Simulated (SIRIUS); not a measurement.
As:

```
As
1.0
     1.88080    1.08588    3.51406
    -1.88080    1.08588    3.51406
     0.00000   -2.17176    3.51406
As
2
Cartesian
  0.0000 0.0000 2.3825
  0.0000 0.0000 8.1597
```

Base run:

- Program: SIRIUS 7.12.0
- Functional: PBE
- Potentials or basis: GBRV 1.5 PBE (ultrasoft)
- Cutoff: 557 eV
- Density cutoff: 5442 eV
- k mesh: 6 × 6 × 6
- Occupations: fermi-dirac, width 0.05 eV
- Spin: no spin polarisation

Its results: band gap on the k mesh none (metal or under the smearing width); pressure 4.1 GPa; largest force 0.404 eV/Å.

Q: The run is repeated on the same cell with these changes: potentials or basis from GBRV 1.5 PBE (ultrasoft) to PseudoDojo 0.4 PBE stringent (scalar relativistic); cutoff from 557 eV to 1416 eV; density cutoff from 5442 eV to 5662 eV; valence electrons from 10 to 46. What comes out?

A: Band gap on the k mesh none (metal or under the smearing width); pressure 3.6 GPa; largest force 0.325 eV/Å.
